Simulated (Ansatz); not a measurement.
# Ionic part of the dielectric constant of SiC, mode by mode

The calculation used DFT LDA, scalar-relativistic, plane waves, PAW in Ansatz. Cutoff 420 eV, 10×10×10 k-points (Γ-centred), fixed occupations. No spin polarisation. Phonons by linear response, acoustic sum rule imposed.

It takes space group F-43m (No. 216, cubic). Conventional cell: a = 4.329 Å, b = 4.329 Å, c = 4.329 Å, α = 90.00°, β = 90.00°, γ = 90.00°. Around Si (site symmetry -43m) lie 4 C at 1.87 Å. Around C (site symmetry -43m) lie 4 Si at 1.87 Å.

The primitive cell has V = 20.28 Å³ and ε∞,yy = 6.922. Each polar mode adds Δε = (4.92064×10⁷/V)·S/ν² along y, with S its oscillator strength in e²/amu, ν in cm⁻¹ and V in Å³.

Task: From these modes, find each Δε and ε0,yy.
| ν (cm⁻¹) | S_yy (e²/amu) |
| --- | --- |
| 797.6 | 0.8862 |

Result:
| ν (cm⁻¹) | Δε |
| --- | --- |
| 797.6 | 3.38 |

The sum is 3.380, so ε0,yy = 10.30; the run's tensor has 10.30.

Task: Where do the longitudinal modes lie for a wave vector along y?

Result: At 973 cm⁻¹. The Lyddane–Sachs–Teller product Π(ν_LO/ν_TO)² = 1.49 matches ε0/ε∞ = 1.49.

Cost: 1 run of about 3.1 core-minutes, on Intel Xeon Processor @ 2.50GHz (Skylake/Cascade Lake) (shared hosts).

Lattice polarisation supplies roughly a third of the static dielectric constant of zinc-blende SiC, all of it through the single polar optical mode at 797.6 cm⁻¹. Carbon is more electronegative than silicon, so displacing the two sublattices against each other creates a dipole, which is absent to first order in diamond or silicon. The same dipole's macroscopic field raises the longitudinal mode to 973 cm⁻¹. The high transverse frequency reflects stiff, short covalent bonds and light carbon, but only the stiffness limits the static ionic response, because the reduced mass cancels between S and ν².

Both frequencies lie close to those measured for the cubic polytype, whereas ε∞ of 6.922 is somewhat too large, as is usual for LDA, which underestimates the gap and so overestimates electronic polarisability. That excess carries over into ε0. The Lyddane–Sachs–Teller agreement confirms internal consistency, not accuracy against experiment. The value of 10.30 describes a crystal held at fixed strain; a mechanically free one would add a piezoelectric contribution.
